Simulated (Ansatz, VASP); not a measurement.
# SrO: VASP beside Ansatz

```
Sr O
1.0
     0.00000    2.56630    2.54064
     2.56630    0.00000    2.54064
     2.56630    2.56630    0.00000
Sr O
1 1
Direct
  0.50000 0.50000 0.50000
  0.00000 0.00000 0.00000
```

Change from the starting cell: strain = -0.01.

Alike in both runs: task single point; functional PBE; k mesh 9 × 9 × 9; occupations fermi-dirac, width 0.05 eV; no spin polarisation.

```csv
,VASP,Ansatz
version,VASP 6.6.1,Ansatz 0.2.0
potentials or method,"VASP PAW PBE potentials, release 64 (Sr_sv, O)",Ansatz PAW
plane-wave cutoff (eV),520,420
valence electrons in the cell,16,16
```

Ansatz gave:

- gap on the k mesh at the Fermi level (eV): 3.32
- least direct gap on the mesh (eV): 3.42
- pressure (GPa): 4.4
- largest component of the traceless stress (GPa): 1.00

Q: Which values does VASP return?

A: gap on the k mesh at the Fermi level (eV): 3.26; least direct gap on the mesh (eV): 3.38; pressure (GPa): 5.0; largest component of the traceless stress (GPa): 1.06.

Caveats: an odd mesh through Γ misses points on the zone boundary, where band edges often lie (VASP); odd divisions of the mesh miss points on the zone boundary, where band edges often lie, so the gap on the mesh can be too wide (Ansatz); the pressure holds a Pulay correction of +0.4 GPa for the finite cutoff (Ansatz).
